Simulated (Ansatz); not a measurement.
A run of Ansatz 0.2.0 is set up as follows.

The input input.yaml:

```yaml
crystal:
  lattice:
    - [1.938694, -1.95319015, 0.0]
    - [1.938694, 1.95319015, 0.0]
    - [0.0, 0.0, 3.0994300413]
  atoms:
    - { symbol: Ni, position: [0.5, 0.5, 0.5], spin: 1.0 }
    - { symbol: Al, position: [0.0, 0.0, 0.0] }
hamiltonian:
  xc: pbesol
  pseudopotentials: { kind: paw }
  dispersion: d3bj
magnetization:
  spin_polarized: true
kpoints:
  mp_grid: { grid: [10, 10, 9] }
scf:
  occupations: { method: fermi_dirac, width: 0.05 }
output:
  forces: true
  stress: true
  eigenvalues: true
relax:
  f_tol: 0.01
  max_steps: 40
  cell: { stress_tol: 0.05 }
```

Potentials or basis: Ansatz PAW.

The run is started by

```sh
$ ansatz run input.yaml --threads 2 --pin off --max-ram 5632MiB --backend cpu --events-out ev --progress --plain --runs-dir out
```

**Question.** What does it give for the space group after relaxing (to 0.05 Å)?

**Answer.** Pm-3m (No. 221).

**Question.** Estimate the relaxed cell.

**Answer.** a = 2.832 Å, b = 2.832 Å, c = 2.828 Å, α = 90.00°, β = 90.00°, γ = 90.00°.

**Question.** What does it give for the net moment?

**Answer.** 0.00 μB per cell.

**Question.** Estimate the absolute moment.

**Answer.** 0.00 μB per cell.

The path:
```csv
step,energy change (eV),largest force (eV/Å),volume (Å³)
1,0.0000,0.0000,23.47
2,-0.0306,0.0000,23.07
3,-0.0564,0.0000,22.68
4,-0.0574,0.0000,22.68
5,-0.0576,0.0000,22.68
6,-0.0576,0.0000,22.68
7,-0.0577,0.0000,22.68
8,-0.0577,0.0000,22.69
9,-0.0577,0.0000,22.69
```

Caveat: the plane-wave basis is chosen anew once the cell has moved, so the energies of steps on either side of that aren't comparable; pairwise dispersion overbinds metals, which lowers pressure and volume; the PAW data sets come from PBE, with cores solved anew for the run's functional, which leaves a small shift of forces and pressure; the starting moments weren't kept.
